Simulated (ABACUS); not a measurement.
Crystal: P.

```
P
1.0
     1.64774   -5.46504    0.00000
     1.64774    5.46504    0.00000
     0.00000    0.00000    4.54364
P
4
Direct
  0.90414 0.09586 0.58882
  0.09586 0.90414 0.41118
  0.59586 0.40414 0.08882
  0.40414 0.59586 0.91118
```

- Program: ABACUS 3.10.1
- Task: single point
- Functional: PBEsol
- Potentials or basis: PseudoDojo NC SR 0.4.1 PBEsol standard
- Cutoff: 599 eV
- Density cutoff: 2395 eV
- Basis: plane waves
- k mesh: 8 × 8 × 6
- Occupations: fermi-dirac, width 0.05 eV
- Spin: no spin polarisation

On this cell: pressure -0.6 GPa; largest force 0.296 eV/Å; band gap on the k mesh 0.01 eV, direct.

The same run follows on a disturbed copy (atoms moved at random, drawn with an rms of 0.05 Å):

```
P
1.0
     1.64774   -5.46504    0.00000
     1.64774    5.46504    0.00000
     0.00000    0.00000    4.54364
P
4
Direct
  0.91262 0.10718 0.59324
  0.09423 0.90635 0.41410
  0.59181 0.40672 0.09350
  0.40068 0.58277 0.90595
```

Question: What changes?

Answer: The energy moves by +22.7 meV/atom; pressure 1.3 GPa; largest force 1.401 eV/Å; band gap on the k mesh 0.23 eV, direct.

Forces on the atoms (eV/Å):
```
P   -0.736 -0.015 -0.691
P   -0.026 -0.010  0.180
P    0.036 -0.894 -0.257
P    0.727  0.919  0.768
```

Stress tensor (GPa, compression positive):
```
-0.07 -0.13  1.73
-0.13  2.36  0.13
 1.73  0.13  1.64
```

A k mesh can miss the band edges.
